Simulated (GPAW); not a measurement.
## Ni3 Cu5 Ni3 001: parallel and opposed starts

Does Ni3 Cu5 Ni3 001 prefer parallel or opposed moments, or none?

Calculated with GPAW 26.7.0; PBE; plane waves with GPAW's PAW setups, scalar-relativistic.

### Step 1. Starting point

The cell holds 11 atoms: 6 Ni and 5 Cu. Its edges and angles: a = 2.556 Å, b = 2.556 Å, c = 29.370 Å, α = 90.0°, β = 90.0°, γ = 90.0°. ideal sites on the substrate's mesh, layer spacings from atomic volumes, unrelaxed, 12 A of vacuum. Vacuum lies along c.

### Step 2. Order 1, typed as ferro ++++++

The parallel start comes first: it fits the smallest cell, keeps the most symmetry and shows whether parallel moments form.

order1.py

```python
import json
import numpy as np
from ase import Atoms
from ase.parallel import paropen, parprint
from gpaw import GPAW

atoms = Atoms(['Ni', 'Ni', 'Ni', 'Cu', 'Cu', 'Cu', 'Cu', 'Cu', 'Ni', 'Ni', 'Ni'],
    cell=[[2.556191, 0.0, 0.0],
         [0.0, 2.556191, 0.0],
         [0.0, 0.0, 29.370377]],
    scaled_positions=[[0.0, 0.0, 0.204287],
         [0.5, 0.5, 0.261085],
         [0.0, 0.0, 0.317883],
         [0.5, 0.5, 0.377025],
         [0.0, 0.0, 0.438513],
         [0.5, 0.5, 0.5],
         [0.0, 0.0, 0.561487],
         [0.5, 0.5, 0.622975],
         [0.0, 0.0, 0.682117],
         [0.5, 0.5, 0.738915],
         [0.0, 0.0, 0.795713]],
    pbc=True,
    magmoms=[0.8, 0.8, 0.8, 0.0, 0.0, 0.0, 0.0, 0.0, 0.8, 0.8, 0.8])
atoms.calc = GPAW(mode={'name': 'pw', 'ecut': 450},
    xc='PBE',
    kpts={'size': (20, 20, 1), 'gamma': True},
    occupations={'name': 'fermi-dirac', 'width': 0.05},
    convergence={'density': 1e-05, 'energy': 1e-05},
    maxiter=200,
    mixer={'name': 'pulay', 'beta': 0.03, 'nmaxold': 8, 'weight': 100},
    symmetry={'tolerance': 1e-4},
    txt='order1.txt')
e = atoms.get_potential_energy(force_consistent=True)
res = {'free_energy': e, 'energy_sigma0': atoms.get_potential_energy(), 'fermi_energy': atoms.calc.get_fermi_level()}
res['moments'] = atoms.get_magnetic_moments().tolist()
res['total'] = atoms.get_magnetic_moment()
parprint('site moments (muB):', np.round(res['moments'], 3))
parprint(f"total moment: {res['total']:.3f} muB")
parprint(f'free energy: {e:.6f} eV')
atoms.calc.write('order1.gpw')
with paropen('results.json', 'w') as f:
    json.dump(res, f)
```

Launch:

```
> OMP_NUM_THREADS=1 mpirun -n 8 gpaw python order1.py > order1.log
```

Numbers of over 12 decimals in the logs are rounded to 6 here.

The program printed:

```text
site moments (muB): [ 0.785  0.671  0.491 -0.004 -0.006 -0.001 -0.006 -0.004  0.491  0.671
  0.785]
total moment: 3.628 muB
free energy: -59.862926 eV

--- order1.txt ---
Input parameters:
  mode=PW(ecut=450),
  convergence={'density': 1e-05, 'energy': 1e-05},
  kpts=MonkhorstPack(size=(20, 20, 1), gamma=True),
  maxiter=200,
  mixer=Pulay(name='pulay', nmaxold=8, beta=0.03, weight=100, sigma=0.015, g_ss=None),
  occupations=Occupations(name='fermi-dirac', width=0.05),
  symmetry=Symmetry(tolerance=0.0001),
  xc=XC(name='PBE')

Diagonalizing LCAO Hamiltonian
Converting LCAO to pw mode
   .-----.
  /|     |
 * |     |
 | |     |
 | |     |
 | |     |
 | |     |
 | |     |
 | |     |
 Ni|     |
 | | Ni  |
 | |     |
 | |     |
 Ni|     |
 | |     |
 | | Cu  |
 | |     |
 | |     |
 Cu|     |
 | | Cu  |
 | |     |
 | |     |
 Cu|     |
 | | Cu  |
 | |     |
 | |     |
 | |     |
 Ni|     |
 | | Ni  |
 | |     |
 | |     |
 Ni|     |
 | |     |
 | |     |
 | |     |
 | |     |
 | .-----.
 |/     /
 *-----*

Atoms  # Å, Bohr magnetons
|    | symbol |        x |        y |         z |    initial magnetic moments |
|----|--------|----------|----------|-----------|-----------------------------|
|  0 |     Ni | 0.000000 | 0.000000 |  5.999986 | ( 0.0000,  0.0000,  0.8000) |
|  1 |     Ni | 1.278096 | 1.278096 |  7.668165 | ( 0.0000,  0.0000,  0.8000) |
|  2 |     Ni | 0.000000 | 0.000000 |  9.336344 | ( 0.0000,  0.0000,  0.8000) |
|  3 |     Cu | 1.278096 | 1.278096 | 11.073366 | ( 0.0000,  0.0000,  0.0000) |
|  4 |     Cu | 0.000000 | 0.000000 | 12.879292 | ( 0.0000,  0.0000,  0.0000) |
|  5 |     Cu | 1.278096 | 1.278096 | 14.685189 | ( 0.0000,  0.0000,  0.0000) |
|  6 |     Cu | 0.000000 | 0.000000 | 16.491085 | ( 0.0000,  0.0000,  0.0000) |
|  7 |     Cu | 1.278096 | 1.278096 | 18.297011 | ( 0.0000,  0.0000,  0.0000) |
|  8 |     Ni | 0.000000 | 0.000000 | 20.034033 | ( 0.0000,  0.0000,  0.8000) |
|  9 |     Ni | 1.278096 | 1.278096 | 21.702212 | ( 0.0000,  0.0000,  0.8000) |
| 10 |     Ni | 0.000000 | 0.000000 | 23.370391 | ( 0.0000,  0.0000,  0.8000) |

Unit cell  # Å
| periodic |        x |        y |         z |   lengths |    angles |
|----------|----------|----------|-----------|-----------|-----------|
|      yes | 2.556191 | 0.000000 |  0.000000 |  2.556191 | 90.000000 |
|      yes | 0.000000 | 2.556191 |  0.000000 |  2.556191 | 90.000000 |
|      yes | 0.000000 | 0.000000 | 29.370377 | 29.370377 | 90.000000 |

Number of symmetries: 16

BZ-sampling:
  Number of BZ points: 400
  Number of IBZ points: 66

  Monkhorst-Pack size: [20, 20, 1]
  Monkhorst-Pack shift: [0.025, 0.025, 0.0]

K-points  # in reciprocal-cell coordinates
|     |                                coordinates |     weight |
|-----|--------------------------------------------|------------|
|   0 | ( -0.00000000,  -0.00000000,   0.00000000) | 0.00250000 |
|   1 | (  0.05000000,  -0.00000000,   0.00000000) | 0.01000000 |
|   2 | (  0.05000000,   0.05000000,   0.00000000) | 0.01000000 |
|   3 | (  0.10000000,  -0.00000000,   0.00000000) | 0.01000000 |
|   4 | (  0.10000000,   0.05000000,   0.00000000) | 0.02000000 |
|   5 | (  0.10000000,   0.10000000,   0.00000000) | 0.01000000 |
|   6 | (  0.15000000,  -0.00000000,   0.00000000) | 0.01000000 |
|   7 | (  0.15000000,   0.05000000,   0.00000000) | 0.02000000 |
|   8 | (  0.15000000,   0.10000000,   0.00000000) | 0.02000000 |
|   9 | (  0.15000000,   0.15000000,   0.00000000) | 0.01000000 |
| ... |                                            |            |
|  65 | (  0.50000000,   0.50000000,   0.00000000) | 0.00250000 |

Plane wave coefficients: 4217
Cutoff: 450.000000 eV

Spin-components: 2 (collinear spins)
Bands:           98
Projectors:      66
Spin-degeneracy: 1
Datatype:        complex128

Parallelization:
  kpt:    8
  domain: 1
  band:   1

Density:
  Valence electrons: 151.0
  Components: 2
  Grid points: [ 14  14 144]
  Charge: 0.0  # |e|

Potential:
  Grid points: [ 14  14 144]

species:
  Ni:
    name:    Nickel
    Z:       28.0
    valence: 16
    core:    12
    charge:  0.0  # [|e|]
    compensation charges:
      type: gauss
      rc: 0.36  # [Å]
      lmax: 2
    cutoffs:
      filter: 2.14  # [Å]
      core: 1.98  # [Å]
    projectors
    | kind |    occ | energy [eV] | rcut [Å] |
    |------|--------|-------------|----------|
    |   4s |  2.000 |      -5.642 |    1.164 |
    |   3p |  6.000 |     -71.394 |    1.207 |
    |   4p |  0.000 |      -1.226 |    1.207 |
    |   3d |  8.000 |      -8.875 |    1.138 |
    |    s |        |      21.570 |    1.164 |
    |    d |        |      18.337 |    1.138 |

    Using partial waves for Ni as LCAO basis

  Cu:
    name:    Copper
    Z:       29.0
    valence: 11
    core:    18
    charge:  0.0  # [|e|]
    compensation charges:
      type: gauss
      rc: 0.33  # [Å]
      lmax: 2
    cutoffs:
      filter: 2.06  # [Å]
      core: 2.43  # [Å]
    projectors
    | kind |    occ | energy [eV] | rcut [Å] |
    |------|--------|-------------|----------|
    |   4s |  1.000 |      -4.609 |    1.164 |
    |   4p |  0.000 |      -0.698 |    1.164 |
    |   3d | 10.000 |      -5.039 |    1.058 |
    |    s |        |      22.603 |    1.164 |
    |    p |        |      26.513 |    1.164 |
    |    d |        |      22.172 |    1.058 |

    Using partial waves for Cu as LCAO basis

Reference energy: -473315.249889  # eV

eigensolver:
  PPCG
  Converge bands: occupied
  niter=2

density mixing:
  Pulay-Mixer
  Linear mixing parameters: 0.03
  Old densities: 8
  Fourier metric: weight=100, sigma=0.015

occupation numbers:
  Fermi-Dirac:
    width: 0.0500  # eV

poisson solver:
  ecut: 3600.000000  # eV

xc functional:
  name: PBE with 2 nearest neighbor stencil

convergence criteria:
- Maximum integral of absolute [dens]ity change: 1e-05 electrons / valence electron
- Maximum [total energy] change in last 3 cyles: 1e-05 eV / valence electron
- Maximum integral of absolute [eigenst]ate change: 4e-08 eV^2 / valence electron
maximum number of iterations: 200

SCF iterations
|iter     |      energy | eigst |  dens |  magmom |
|---------|-------------|-------|-------|---------|
|iter:   1|       0s |  -91.280669 | +0.58 |       |  +4.8043|
|iter:   2|      13s | -164.945321 | +0.79 | -0.72 |  +4.6685|
|iter:   3|      26s |  -66.847631 | -0.32 | -0.61 |  +4.6323|
|iter:   4|      38s |  -63.117612 | -1.40 | -1.04 |  +4.6306|
|iter:   5|      49s |  -61.285702 | -1.14 | -1.18 |  +4.5411|
|iter:   6|      61s |  -60.367658 | -1.77 | -1.25 |  +4.4799|
|iter:   7|      72s |  -60.069975 | -2.52 | -1.41 |  +4.4409|
|iter:   8|      84s |  -59.813436 | -1.89 | -1.51 |  +4.3140|
|iter:   9|      95s |  -59.693176 | -2.36 | -1.59 |  +4.2547|
|iter:  10|     108s |  -59.765055 | -2.44 | -1.80 |  +4.1515|
[... 27 iterations left out ...]
|iter:  38|     471s |  -59.820916c| -7.40c| -4.26 |  +3.6293|
|iter:  39|     481s |  -59.820916c| -7.68c| -4.33 |  +3.6290|
|iter:  40|     488s |  -59.820915c| -7.85c| -4.37 |  +3.6290|
|iter:  41|     496s |  -59.820913c| -7.58c| -4.43 |  +3.6290|
|iter:  42|     502s |  -59.820912c| -7.79c| -4.52 |  +3.6290|
|iter:  43|     512s |  -59.820909c| -7.66c| -4.55 |  +3.6288|
|iter:  44|     519s |  -59.820906c| -7.75c| -4.69 |  +3.6286|
|iter:  45|     525s |  -59.820904c| -7.79c| -4.81 |  +3.6285|
|iter:  46|     531s |  -59.820902c| -7.87c| -4.94 |  +3.6284|
|iter:  47|     538s |  -59.820902c| -8.13c| -5.06c|  +3.6284|

Converged in 47 steps
Energy contributions relative to reference atoms: (reference = -473315.249889)

Energy contributions:
  Kinetic:         -27.715000
  Coulomb:          24.354629
  Zero:              1.365692
  External:          0.000000
  Xc:              -57.784200
  Entropy:          -0.084047
  Spinorbit:         0.000000
  ----------------------------
  Free energy:     -59.862926
  Extrapolated:    -59.820902

dipole moment: (-31.933110, -31.933110, 0.000018)  # |e|*Ang

Total magnetic moment: (0.000000, 0.000000, 3.628358)

Local magnetic moments
|        x |        y |         z |
|----------|----------|-----------|
| 0.000000 | 0.000000 |  0.784916 |  # Ni   0
| 0.000000 | 0.000000 |  0.671020 |  # Ni   1
| 0.000000 | 0.000000 |  0.490904 |  # Ni   2
| 0.000000 | 0.000000 | -0.004446 |  # Cu   3
| 0.000000 | 0.000000 | -0.005558 |  # Cu   4
| 0.000000 | 0.000000 | -0.000801 |  # Cu   5
| 0.000000 | 0.000000 | -0.005558 |  # Cu   6
| 0.000000 | 0.000000 | -0.004446 |  # Cu   7
| 0.000000 | 0.000000 |  0.490904 |  # Ni   8
| 0.000000 | 0.000000 |  0.671020 |  # Ni   9
| 0.000000 | 0.000000 |  0.784916 |  # Ni  10

Fermi level: 3.689
Eigenvalues  # (at kpt = [-0.000, -0.000, 0.000])
| band index |      eig [eV] | occ [0-1] |      eig [eV] | occ [0-1] |
|------------|---------------|-----------|---------------|-----------|
|          0 |       -60.436 |     1.000 |       -59.607 |     1.000 |
|        ... |               |           |               |           |
|         71 |         2.581 |     1.000 |         3.181 |     1.000 |
|         72 |         2.660 |     1.000 |         3.181 |     1.000 |
|         73 |         2.913 |     1.000 |         3.403 |     0.997 |
|         74 |         2.913 |     1.000 |         3.517 |     0.969 |
|         75 |         3.119 |     1.000 |         3.517 |     0.969 |
|         76 |         3.119 |     1.000 |         3.865 |     0.028 |
|         77 |         3.120 |     1.000 |         3.865 |     0.028 |
|         78 |         3.120 |     1.000 |         3.957 |     0.005 |
|         79 |         3.153 |     1.000 |         3.957 |     0.005 |
|         80 |         3.154 |     1.000 |         3.957 |     0.005 |
|         81 |         3.284 |     1.000 |         3.957 |     0.005 |
|         82 |         4.224 |     0.000 |         4.282 |     0.000 |
|         83 |         5.553 |     0.000 |         5.549 |     0.000 |
|         84 |         5.931 |     0.000 |         5.922 |     0.000 |
|         85 |         8.359 |     0.000 |         8.324 |     0.000 |
|         86 |         9.166 |     0.000 |         9.139 |     0.000 |
|        ... |               |           |               |           |
|         97 |        18.260 |     0.000 |        18.282 |     0.000 |

No gap
No difference between direct/indirect transitions
```

The job ended after 9.4 min (8 MPI ranks of Arm Neoverse V2, shared host; peak memory 2.8 GiB; 75 min of CPU time).

Spin moment in the augmentation sphere by atom:

```csv
atom,spin moment in the augmentation sphere (μB)
Ni1,0.785
Ni2,0.671
Ni3,0.491
Cu4,-0.004
Cu5,-0.006
Cu6,-0.001
Cu7,-0.006
Cu8,-0.004
Ni9,0.491
Ni10,0.671
Ni11,0.785
```

Read from the output:

```yaml
magnetization: 3.628 μB
final_state: ferromagnetic
```

After 47 cycles the largest moment stands at 0.785 μB.

(Continued in part 2 of 2.)

[Logs and program files are shortened in this print: banners, set-up blocks, solver, clock and traceback lines can be left out without a mark of their own.]

[Logs are printed without paths, hosts, clocks, repeated set-up lines and the standing remarks that a program may print on its own settings, such as how far it seeks lower states.]

[Hosts, paths, dates, database ids (printed as entryN), source tags and the programs' standing remarks are cut or masked in the printed files.]

[Where a cell is said to come from a database of computed structures, the database is the Materials Project.]
